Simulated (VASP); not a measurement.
# Al in VASP: relaxation of the atoms with PBE+D3(BJ)

Aim: the relaxation of the atoms of Al with PBE+D3(BJ).

Everything below comes from runs of VASP 6.6.1. Logs are shortened: lines on timing, memory, paths and dates and some standing lists are left out, and cuts for length are marked.

**1. Starting point**

The cell holds a slab with vacuum, 4 atoms: a = 2.886 Å, b = 2.886 Å, c = 25.888 Å, α = 90.00°, β = 90.00°, γ = 90.00°.

The cell was built by a generator and needn't be a form met in nature.

**2. Relaxation of the atoms, PBE+D3(BJ)**

Contents of INCAR:

```
SYSTEM = Al
PREC     = Accurate       ! precision mode
ENCUT    = 520            ! plane-wave cutoff, eV
EDIFF    = 1E-6           ! SCF threshold, eV
ISMEAR   = 1              ! smearing method
SIGMA    = 0.1            ! smearing width, eV
LREAL    = .False.        ! projectors in reciprocal space
LASPH    = .True.         ! aspherical terms in the spheres
NELM     = 120            ! most SCF steps
ALGO     = Fast           ! electronic algorithm
ISIF     = 2              ! what is computed and relaxed
LWAVE    = .False.        ! write WAVECAR
LCHARG   = .False.        ! write CHGCAR
LDIPOL   = .True.       
IDIPOL   = 3            
DIPOL    = 0.5 0.5 0.500
GGA      = PE             ! functional
IVDW     = 12             ! dispersion correction
IBRION   = 2              ! ionic algorithm
NSW      = 90             ! ionic steps
EDIFFG   = -0.02          ! ionic threshold
KPAR     = 2
```

Contents of KPOINTS:

```
Automatic mesh
0
Gamma
  11 11 1
  0 0 0
```

Contents of POSCAR:

```
Al
1.0
    2.8857310900      0.0000000000      0.0000000000
    0.0000000000      2.8857310900      0.0000000000
    0.0000000000      0.0000000000     25.8881743900
Al
4
Direct
    0.0000000000      0.0000000000      0.3866931600
    0.5000000000      0.5000000000      0.4622323300
    0.0000000000      0.0000000000      0.5377715000
    0.5000000000      0.5000000000      0.6133068400
```

Potentials or basis: VASP PAW PBE potentials, release 64 (Al).

Run with:

```sh
$ cat potpaw_PBE.64/Al/POTCAR > POTCAR
$ mpirun -np 2 vasp_std > vasp.out
```

OUTCAR:

```text
SYSTEM = Al
   PREC = Accurate
   ENCUT = 520
   EDIFF = 1E-6
   ISMEAR = 1
   LREAL = .False.
   LASPH = .True.
   NELM = 120
   ISIF = 2
   GGA = PE
   IVDW = 12
   IBRION = 2
   NSW = 90
   EDIFFG = -0.02
 IVDW          = 12

 ion  position               nearest neighbor table
   1  0.000  0.000  0.387-   2 2.83   2 2.83   2 2.83   2 2.83
   2  0.500  0.500  0.462-   1 2.83   3 2.83   1 2.83   3 2.83   1 2.83   3 2.83   1 2.83   3 2.83

   3  0.000  0.000  0.538-   4 2.83   4 2.83   4 2.83   4 2.83   2 2.83   2 2.83   2 2.83   2 2.83

   4  0.500  0.500  0.613-   3 2.83   3 2.83   3 2.83   3 2.83

  LATTYP: Found a simple tetragonal cell.
 ALAT       =     2.8857310900
 C/A-ratio  =     8.9710973000

  Lattice vectors:

 A1 = (   2.8857310900,   0.0000000000,   0.0000000000)
 A2 = (   0.0000000000,   2.8857310900,   0.0000000000)
 A3 = (   0.0000000000,   0.0000000000,  25.8881743900)

Analysis of symmetry for initial positions (statically):
=====================================================================
 Subroutine PRICEL returns:
 Original cell was already a primitive cell.

 Routine SETGRP: Setting up the symmetry group for a
 simple tetragonal supercell.

 Subroutine GETGRP returns: Found 16 space group operations
 (whereof  8 operations were pure point group operations)
 out of a pool of 16 trial point group operations.

The static configuration has the point symmetry C_4v.
 The point group associated with its full space group is D_4h.

Analysis of symmetry for dynamics (positions and initial velocities):
=====================================================================
 Subroutine PRICEL returns:
 Original cell was already a primitive cell.

 Routine SETGRP: Setting up the symmetry group for a
 simple tetragonal supercell.

 Subroutine GETGRP returns: Found 16 space group operations
 (whereof  8 operations were pure point group operations)
 out of a pool of 16 trial point group operations.

The dynamic configuration has the point symmetry C_4v.
 The point group associated with its full space group is D_4h.

 Subroutine INISYM returns: Found 16 space group operations
 (whereof  8 operations are pure point group operations),
 and found     1 'primitive' translations

----------------------------------------------------------------------------------------

                                     Primitive cell

  volume of cell :     215.5823

  direct lattice vectors                    reciprocal lattice vectors
     2.885731090  0.000000000  0.000000000     0.346532636  0.000000000  0.000000000
     0.000000000  2.885731090  0.000000000     0.000000000  0.346532636  0.000000000
     0.000000000  0.000000000 25.888174390     0.000000000  0.000000000  0.038627676

  length of vectors
     2.885731090  2.885731090 25.888174390     0.346532636  0.346532636  0.038627676

  position of ions in fractional coordinates (direct lattice)
     0.000000000  0.000000000  0.386693160
     0.500000000  0.500000000  0.462232330
     0.000000000  0.000000000  0.537771500
     0.500000000  0.500000000  0.613306840

  ion indices of the primitive-cell ions
   primitive index   ion index
                 1           1
                 2           2
                 3           3
                 4           4

----------------------------------------------------------------------------------------

 KPOINTS: Automatic mesh

Automatic generation of k-mesh.
 Grid dimensions read from file:
 generate k-points for:   11   11    1

 Generating k-lattice:

  Cartesian coordinates                     Fractional coordinates (reciprocal lattice)
     0.031502967  0.000000000  0.000000000     0.090909091  0.000000000  0.000000000
     0.000000000  0.031502967  0.000000000     0.000000000  0.090909091  0.000000000
     0.000000000  0.000000000  0.038627676     0.000000000  0.000000000  1.000000000

  Length of vectors
     0.031502967  0.031502967  0.038627676

  Shift w.r.t. Gamma in fractional coordinates (k-lattice)
     0.000000000  0.000000000  0.000000000

 Subroutine IBZKPT returns following result:
 ===========================================

 Found     21 irreducible k-points:

 Following reciprocal coordinates:
            Coordinates               Weight
  0.000000  0.000000  0.000000      1.000000
  0.090909  0.000000  0.000000      4.000000
  0.181818  0.000000  0.000000      4.000000
  0.272727  0.000000  0.000000      4.000000
  0.363636  0.000000  0.000000      4.000000
  0.454545  0.000000  0.000000      4.000000
[... 13 lines left out ...]
  0.454545  0.363636  0.000000      8.000000
  0.454545  0.454545  0.000000      4.000000
   k-points           NKPTS =     21   k-points in BZ     NKDIM =     21   number of bands    NBANDS=     10
   number of dos      NEDOS =    301   number of ions     NIONS =      4
   total plane-waves  NPLWV = 112896
   dimension x,y,z NGX =    24 NGY =   24 NGZ =  196
   dimension x,y,z NGXF=    48 NGYF=   48 NGZF=  392
   ions per type =               4
   NGX,Y,Z   is equivalent  to a cutoff of  13.83, 13.83, 12.59 a.u.
   NGXF,Y,Z  is equivalent  to a cutoff of  27.65, 27.65, 25.17 a.u.
 SYSTEM =  Al
   PREC   = accura    normal or accurate (medium, high low for compatibility)
   ISTART =      0    job   : 0-new  1-cont  2-samecut
   ICHARG =      2    charge: 1-file 2-atom 10-const
   ISPIN  =      1    spin polarized calculation?
   LNONCOLLINEAR =      F non collinear calculations
   LSORBIT =      F    spin-orbit coupling
   LASPH  =      T    aspherical Exc in radial PAW
   ENCUT  =  520.0 eV  38.22 Ry    6.18 a.u.   5.37  5.37 48.13*2*pi/ulx,y,z
   NELM   =    120;   NELMIN=  2; NELMDL= -5     # of ELM steps
   EDIFF  = 0.1E-05   stopping-criterion for ELM
   LREAL  =      F    real-space projection
   EDIFFG = -.2E-01   stopping-criterion for IOM
   NSW    =     90    number of steps for IOM
   IBRION =      2    ionic relax: 0-MD 1-quasi-New 2-CG
   NFREE  =      1    steps in history (QN), initial steepest desc. (CG)
   ISIF   =      2    stress and relaxation
   ISYM   =      2    0-nonsym 1-usesym 2-fastsym
   POTIM  = 0.5000    time-step for ionic-motion
   TEBEG  =    0.0;   TEEND  =   0.0 temperature during run
   PSTRESS=    0.0 pullay stress
   NELECT =      12.0000    total number of electrons
   NUPDOWN=      -1.0000    fix difference up-down
   EMIN   =  10.00;   EMAX   =-10.00  energy-range for DOS
   EFERMI =   0.00;   METHOD = LEGACY
   ISMEAR =     1;   SIGMA  =   0.10  broadening in eV -4-tet -1-fermi 0-gaus
   EFERMI_NEDOS =   21; number of points for ismear=-14 and -15
   IALGO  =     68    algorithm
   IMIX   =      4    mixing-type and parameters
     AMIX     =   0.40;   BMIX     =  1.00
     AMIX_MAG =   1.60;   BMIX_MAG =  1.00
  volume/ion in A,a.u.               =      53.90       363.71
  Fermi-wavevector in a.u.,A,eV,Ry     =   0.625073  1.181217  5.316020  0.390716
  Thomas-Fermi vector in A             =   1.685852
   LORBIT       =      0    0 simple, 1 ext, 2 COOP (PROOUT), +10 PAW based schemes
   GGA     = PE    functional components
   LHFCALC =     F    Hartree Fock is set to
   AEXX    =    0.0000 exact exchange contribution
   IVDW    =    12    specifies the selected vdW correction
   LEPSILON=     F    determine dielectric tensor
   LRPA    =     F    only Hartree local field effects (RPA)
 conjugate gradient relaxation of ions
 non-spin polarized calculation
 RMM-DIIS sequential band-by-band and
 Methfessel and Paxton  Order N= 1 SIGMA  =   0.10
  energy-cutoff  :      520.00
  volume of cell :      215.58
 maximum number of plane-waves:      5869
 NGX is ok and might be reduce to    24
   NGX = 11   NGY = 11   NGZ = 97

--------------------------------------- Ionic step        1  -------------------------------------------

 number of electron      12.0000000 magnetization

 Free energy of the ion-electron system (eV)
  ---------------------------------------------------
  ext. energy  EPLUGINS =         0.00000000
  ---------------------------------------------------
  free energy    TOTEN  =       -13.89343018 eV

  energy without entropy =      -13.89166298  energy(sigma->0) =      -13.89284111

------------------------ aborting loop because EDIFF is reached ----------------------------------------

 Edisp (eV)   -0.96254

 E8    (eV) :    -0.4486

  FORCE on cell =-STRESS in cart. coord.  units (eV):
  Direction    XX          YY          ZZ          XY          YZ          ZX
  --------------------------------------------------------------------------------------
  -------------------------------------------------------------------------------------
  Total      -2.80548    -2.80548     0.90644     0.00000     0.00000     0.00000
  in kB     -20.84990   -20.84990     6.73650     0.00000     0.00000     0.00000
  external pressure =      -11.65 kB  Pullay stress =        0.00 kB
[... 103 lines left out ...]
  FREE ENERGIE OF THE ION-ELECTRON SYSTEM (eV)
  ---------------------------------------------------
  free  energy   TOTEN  =       -14.8644832780 eV

  energy  without entropy=      -14.8596036401  energy(sigma->0) =      -14.86285673

[... ionic steps 4 to 9 ...]

--------------------------------------- Ionic step       10  -------------------------------------------

 number of electron      12.0000000 magnetization

------------------------ aborting loop because EDIFF is reached ----------------------------------------

 Edisp (eV)   -0.93534

 E8    (eV) :    -0.4351
[... 73 lines left out ...]
  energy  without entropy=      -14.8909737225  energy(sigma->0) =      -14.89014322

--------------------------------------- Ionic step       12  -------------------------------------------

 number of electron      12.0000000 magnetization

 dipolmoment           0.000000      0.000000     -0.000301 electrons x Angstroem

 Free energy of the ion-electron system (eV)
  ---------------------------------------------------
  ext. energy  EPLUGINS =         0.00000000
  ---------------------------------------------------
  free energy    TOTEN  =       -13.95323434 eV

  energy without entropy =      -13.95445116  energy(sigma->0) =      -13.95363994

 E-fermi :  -0.4632     XC(G=0):  -3.9367

 val. band max:       -0.4761723622   @ k =   0.3636   0.0909   0.0000
 cond. band min:      -0.3945607085   @ k =   0.2727   0.0909   0.0000
 fundamental gap:      0.0816116537
 Fermi energy:        -0.4631530795

 k-point     1 :       0.0000    0.0000    0.0000
  band No.  band energies     occupation
      1     -10.9967      2.00000
      2      -9.5801      2.00000
      3      -7.5326      2.00000
      4      -4.7253      2.00000
      5      -2.4116      2.00000
      6       0.9880     -0.00000
      7       2.9922      0.00000
      8       3.8456      0.00000
      9       3.9935      0.00000
     10       5.1615      0.00000
[... 248 lines left out ...]
 k-point    21 :       0.4545    0.4545    0.0000
  band No.  band energies     occupation
      1      -3.9147      2.00000
      2      -2.8868      2.00000
      3      -2.5649      2.00000
      4      -1.5829      2.00000
      5      -1.5615      2.00000
      6      -0.6279      2.04181
      7      -0.6116      2.05669
      8      -0.1250     -0.00002
      9       0.3350     -0.00000
     10       0.8069     -0.00000

------------------------ aborting loop because EDIFF is reached ----------------------------------------

 vacuum level on the upper side and lower side of the slab       (xc-potential included)        -0.149        -0.142

 Edisp (eV)   -0.93659

 E8    (eV) :    -0.4357

  FORCE on cell =-STRESS in cart. coord.  units (eV):
  Direction    XX          YY          ZZ          XY          YZ          ZX
  --------------------------------------------------------------------------------------
  -------------------------------------------------------------------------------------
  Total      -3.86300    -3.86300     0.01729     0.00000     0.00000     0.00000
  in kB     -28.70930   -28.70930     0.12848     0.00000     0.00000     0.00000
  external pressure =      -19.10 kB  Pullay stress =        0.00 kB
[... 19 lines left out ...]
  FREE ENERGIE OF THE ION-ELECTRON SYSTEM (eV)
  ---------------------------------------------------
  free  energy   TOTEN  =       -14.8898203266 eV

  energy  without entropy=      -14.8910371474  energy(sigma->0) =      -14.89022593

 reached required accuracy - stopping structural energy minimisation

 vacuum level on the upper side and lower side of the slab         3.694         3.700
```

Wall time 2.6 min (2 MPI ranks of AMD EPYC 9R14 (Zen 4), shared host); peak memory 0.32 GiB.

What came out:

```yaml
Free_energy: -14.8898 eV
Energy_gained_by_relaxing: 8.5 meV/atom
Ionic_steps: 12
Largest_force_after_relaxing: 0.005 eV/Å
Band_gap_on_the_k_mesh: none (metal or under the smearing width)
Dispersion_energy_per_atom: -0.234 eV
```

Forces in eV/Å, atoms in the order of the input:
```
Al   0.000  0.000 -0.003
Al   0.000  0.000 -0.005
Al   0.000  0.000  0.005
Al   0.000  0.000  0.003
```

Step by step:
```tsv
step	energy change (eV)	largest force (eV/Å)	pressure (GPa)
1	0.0000	0.1619	-1.17
2	-0.0024	0.1477	-1.21
3	-0.0085	0.1232	-1.33
4	-0.0182	0.1648	-1.57
5	-0.0136	0.3791	-1.96
6	-0.0221	0.2322	-1.70
7	-0.0253	0.2117	-1.76
8	-0.0311	0.1332	-1.91
9	-0.0315	0.1019	-1.96
10	-0.0326	0.0743	-1.95
11	-0.0338	0.0223	-1.92
12	-0.0338	0.0047	-1.91
```

Final structure:
```cif
data_structure
_symmetry_space_group_name_H-M 'P 1'
_symmetry_Int_Tables_number 1
_cell_length_a 2.8857
_cell_length_b 2.8857
_cell_length_c 25.8882
_cell_angle_alpha 90.000
_cell_angle_beta 90.000
_cell_angle_gamma 90.000
_cell_volume 215.58
loop_
_atom_site_label
_atom_site_type_symbol
_atom_site_fract_x
_atom_site_fract_y
_atom_site_fract_z
_atom_site_occupancy
Al1 Al 0.00000 0.00000 0.38132 1
Al2 Al 0.50000 0.50000 0.46124 1
Al3 Al 0.00000 0.00000 0.53877 1
Al4 Al 0.50000 0.50000 0.61868 1
```
